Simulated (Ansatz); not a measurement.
# NaF: pressure against volume

An exercise on one series of results from a longer session: the logs are not shown, and one member is left open.

Program: Ansatz 0.2.0. Level of theory: DFT PBE, scalar-relativistic. These are calculated values, not measurements.

## The structure to begin with

The structure is cubic, space group Fm-3m (No. 225). The conventional cell has a = 4.647 Å, b = 4.647 Å, c = 4.647 Å, α = 90.00°, β = 90.00°, γ = 90.00°. Around Na (site symmetry m-3m) lie 6 F at 2.32 Å. F (site symmetry m-3m) is surrounded by 6 Na at 2.32 Å.

As a file:

```cif
data_structure
_symmetry_space_group_name_H-M 'P 1'
_symmetry_Int_Tables_number 1
_cell_length_a 3.2856
_cell_length_b 3.2856
_cell_length_c 3.2856
_cell_angle_alpha 60.000
_cell_angle_beta 60.000
_cell_angle_gamma 60.000
_cell_volume 25.08
loop_
_atom_site_label
_atom_site_type_symbol
_atom_site_fract_x
_atom_site_fract_y
_atom_site_fract_z
_atom_site_occupancy
Na1 Na 0.00000 0.00000 0.00000 1
F1 F 0.50000 0.50000 0.50000 1
```

The cell is a measured one (Crystallography Open Database entry 9007459); the temperature and pressure of the measurement aren't taken into account, and nothing was relaxed.

Atoms are numbered in the order of the input: Na1, F2.

The first run:

input.yaml reads:

```yaml
crystal:
  lattice:
    - [0.0, 2.2762758583, 2.2762758583]
    - [2.2762758583, 0.0, 2.2762758583]
    - [2.2762758583, 2.2762758583, 0.0]
  atoms:
    - { symbol: Na, position: [0.0, 0.0, 0.0] }
    - { symbol: F, position: [0.5, 0.5, 0.5] }
kpoints:
  mp_grid: { grid: [10, 10, 10] }
scf:
  occupations: { method: fermi_dirac, width: 0.02 }
hamiltonian:
  xc: pbe
  pseudopotentials: { kind: all_electron, lapw: { basis_error: 0.0005 } }
output:
  forces: true
  stress: true
  eigenvalues: true
```

Launch:

```
ansatz run input.yaml --threads 1 --pin off --max-ram 2048MiB --backend cpu --events-out ev --progress --plain --runs-dir out
```

Among the steps run: Volume × 0.9405, LAPW; Volume × 0.9405, PAW; Volume × 0.9405, crystal datasets; Volume × 0.97, LAPW; Volume × 0.97, PAW; Volume × 1.03, LAPW; Volume × 1.03, PAW; Volume × 1.06, LAPW; Volume × 1.06, PAW; Volume × 1.06, crystal datasets.

One of the session's tables, all rows but one given; the rest of the session is left out.

It belongs to the step «Fits». 

```
          method  volume (Å³/atom)  pressure (GPa)  gap on the k mesh (eV)
            LAPW            11.794            5.40                    6.61
            LAPW            12.164            3.43                    6.43
            LAPW            12.541            1.72                    6.27
            LAPW            12.917            0.27                    6.11
            LAPW            13.293           -0.97                    5.97
             PAW            11.794            5.37                    6.61
             PAW            12.164               ?                       ?
             PAW            12.541            1.70                    6.27
             PAW            12.917            0.25                    6.12
             PAW            13.293           -0.99                    5.97
crystal datasets            11.794            5.40                    6.61
crystal datasets            12.541            1.72                       –
crystal datasets            13.293           -0.97                    5.97
```

Q: Estimate the row for PAW, 12.164 from the others.

The run gave: pressure (GPa): 3.40; gap on the k mesh (eV): 6.44. In the column «pressure (GPa)» it lies between crystal datasets, 12.541 (1.72) and LAPW, 12.164 (3.43).

Caveats from the session: Warnings in the runs' records: crystal datasets made, band levels unverified.
